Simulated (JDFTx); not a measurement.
Crystal: CsPbCl3.

```xyz
5
Lattice="5.6050 0.0000 0.0000 0.0000 5.6050 0.0000 0.0000 0.0000 5.6050" Properties=species:S:1:pos:R:3 pbc="T T T"
Pb    2.8025    2.8025    2.8025
Cs    0.0000    0.0000    0.0000
Cl    2.8025    0.0000    2.8025
Cl    0.0000    2.8025    2.8025
Cl    2.8025    2.8025    0.0000
```

Base run:

* Program: JDFTx 1.7.0 (patched build)
* Functional: PBEsol
* Potentials or basis: PseudoDojo-SR-PBEsol-0.4.1-standard with smoothed tails
* Cutoff: 789 eV
* Density cutoff: 6313 eV
* k mesh: 5 × 5 × 5
* Occupations: fermi-dirac, width 0.05 eV
* Spin: no spin polarisation

Its results: band gap on the k mesh 2.86 eV, direct; pressure 0.2 GPa.

Q: The run is repeated on the same cell with these changes: functional from PBEsol to LDA; potentials or basis from PseudoDojo-SR-PBEsol-0.4.1-standard with smoothed tails to PseudoDojo-SR-LDA-0.4.1-standard with smoothed tails; cutoff from 789 eV to 762 eV; density cutoff from 6313 eV to 6095 eV. What comes out?

A: Band gap on the k mesh 2.81 eV, direct; pressure -1.3 GPa.

Caveats: the empty levels aren't tightly converged; spin-orbit coupling is left out, which as a rule narrows the gap of such compounds by several tenths of an eV; an odd mesh through Γ misses points on the zone boundary, where band edges often lie.
